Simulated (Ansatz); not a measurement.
Y: one input, then a changed one

The cell was built from the sc type and relaxed in the same program; it needn't be a known or the stable phase. The listed cell was then made from it by scaling, straining or moving an atom.

First run: DFT, PBE, PAW with Ansatz's default frozen-core files, scalar-relativistic (Ansatz 0.2.0).

Command: `ansatz run input.yaml --threads 1 --pin off --max-ram 2048MiB --backend cpu --events-out ev --progress --plain --runs-dir out` The run took about 2.2 s on 1 thread of a shared machine.

```yaml
crystal:
  lattice:
    - [3.3193440068, 0.0, 0.0]
    - [0.0, 3.3193440068, 0.0]
    - [0.0, 0.0, 3.3193440068]
  atoms:
    - { symbol: "Y", position: [0.0, 0.0, 0.0] }
kpoints:
  mp_grid: { grid: [11, 11, 11] }
scf:
  occupations: { method: fermi_dirac, width: 0.08 }
hamiltonian:
  xc: pbe
  pseudopotentials: { kind: paw }
output:
  forces: true
  stress: true
  eigenvalues: true
  efg: { contact_densities: true }
  write_density: true
  write_potential: true
  elf: true
  volumetric_format: npy
```

Result: converged; pressure -1.20 GPa; 7 SCF iterations.

Spin polarisation is left out, and whether a magnetic state lies lower isn't shown here.

A second run of a changed input logged this at its end:

```
Error: YAML parse error: error: line 22 column 12: unknown unit factor `ev` — a unit is read by its exact case: `eV` is a unit here, `ev` is not
  --> <input>:22:12
   |
20 |   efg: { contact_densities: true }
21 | basis:
22 |   ecutwfc: "520 ev"
   |            ^ unknown unit factor `ev` — a unit is read by its exact case: `eV` is a unit here, `ev` is not
```

What was wrong with the input?

A cutoff in the wrong unit, by this change (others could give a like log):
```diff
@@ -10,4 +10,5 @@
 scf:
   occupations: { method: fermi_dirac, width: 0.08 }
+  max_iter: 60
 hamiltonian:
   xc: pbe
@@ -18,7 +19,5 @@
   eigenvalues: true
   efg: { contact_densities: true }
-  write_density: true
-  write_potential: true
-  elf: true
-  volumetric_format: npy
+basis:
+  ecutwfc: "520 ev"
```
